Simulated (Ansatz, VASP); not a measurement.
## One calculation of CoO, two programs

```
Co O
1.0
     2.82845    0.00000    0.00000
    -1.41423    2.44951    0.00000
     0.00000    0.00000    2.72172
Co O
1 1
Direct
  0.33333 0.66667 0.50000
  0.00000 0.00000 0.00000
```

Change from the starting cell: species swapped into the LiPd type (P-6m2, No. 187).

Alike in both runs: functional PBE; k mesh 24 × 24 × 20; occupations gaussian, width 0.1 eV; collinear spin.

Ansatz relaxed the structure, and its values are those at the end. VASP's run is a single point on that final structure, the one shown.

|  | VASP | Ansatz |
| --- | --- | --- |
| version | VASP 6.6.1 | Ansatz 0.2.0 |
| potentials or method | VASP PAW PBE potentials, release 64 (Co, O) | scalar-relativistic, plane waves, PAW |
| plane-wave cutoff (eV) | 520 | 420 |
| valence electrons in the cell | 15 | 23 |

VASP gave:

| Item | Value |
| --- | --- |
| gap on the k mesh at the Fermi level (eV) | none |
| pressure (GPa) | -0.3 |
| net moment per atom (μB) | 1.50 |
| size of the moment on the site where the two differ most (μB) | 2.55 |

Question: What did Ansatz give for the same quantities?

Answer: gap on the k mesh at the Fermi level (eV): none; pressure (GPa): 0.0; net moment per atom (μB): 1.50; size of the moment on the site where the two differ most (μB): 2.50.

Site moments also hang on the region over which each program counts them. A gap of «none» marks a metal or a gap that the smearing closes. The two sets of potentials don't hold the same shells in valence.

Caveats: a cell with one magnetic atom can't hold antiferromagnetic order, which such compounds often take; semilocal functionals often make such compounds metallic where correlation or magnetic order opens a gap, which also shifts bond lengths.
